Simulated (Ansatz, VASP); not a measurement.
**MgO in VASP and in Ansatz**

The input INCAR:

```
SYSTEM = MgO
ALGO     = Normal         ! electronic algorithm
EDIFF    = 1E-6           ! SCF threshold, eV
ENCUT    = 520            ! plane-wave cutoff, eV
ISIF     = 2              ! what is computed and relaxed
ISMEAR   = 0              ! smearing method
LASPH    = .True.         ! aspherical terms in the spheres
LCHARG   = .False.        ! write CHGCAR
LREAL    = .False.        ! projectors in reciprocal space
LWAVE    = .False.        ! write WAVECAR
NBANDS   = 16             ! bands
NELM     = 100            ! most SCF steps
PREC     = Accurate       ! precision mode
SIGMA    = 0.01           ! smearing width, eV
```

KPOINTS

```
k-points
0
Gamma
  12 12 4
  0 0 0
```

POSCAR

```
MgO
1.0
    3.3077869900      0.0000000000      0.0000000000
   -1.6538934900      2.8646275600      0.0000000000
    0.0000000000      0.0000000000      4.9828816700
Mg O
2 2
Direct
    0.3333333300      0.6666666700      0.0021597400
    0.6666666700      0.3333333300      0.5021597400
    0.3333333300      0.6666666700      0.4024402600
    0.6666666700      0.3333333300      0.9024402600
```

Input for Ansatz:

```yaml
crystal:
  lattice:
    - [3.30778699, 0.0, 0.0]
    - [-1.65389349, 2.86462756, 0.0]
    - [0.0, 0.0, 4.98288167]
  atoms:
    - { symbol: Mg, position: [0.33333333, 0.66666667, 0.00215974] }
    - { symbol: Mg, position: [0.66666667, 0.33333333, 0.50215974] }
    - { symbol: O, position: [0.33333333, 0.66666667, 0.40244026] }
    - { symbol: O, position: [0.66666667, 0.33333333, 0.9024402600000001] }
basis:
  ecutwfc: 510.0
kpoints:
  mp_grid:
    grid: [12, 12, 4]
    shift: [0.0, 0.0, 0.0]
hamiltonian:
  xc: lda
scf:
  occupations:
    method: fixed
output:
  eigenvalues: true
```

Measurements of this composition are mostly on another form, of space group No. 225.

Alike in both runs: task single point; functional LDA; k mesh 12 × 12 × 4; no spin polarisation.

```csv
,VASP,Ansatz
version,VASP 6.6.1,Ansatz 0.2.0
potentials or method,"VASP PAW LDA potentials, release 64 (Mg, O)","plane waves, PAW"
plane-wave cutoff (eV),520,510
occupations,"gaussian, width 0.01 eV",fixed
valence electrons in the cell,16,32
```

|  | VASP | Ansatz | Ansatz less VASP |
| --- | --- | --- | --- |
| gap on the k mesh at the Fermi level (eV) | 3.36 | 3.36 | +0.004 |

The two sets of potentials don't hold the same shells in valence.

A k mesh can miss the band edges. LDA gaps usually lie below the measured ones, often by a third to a half.
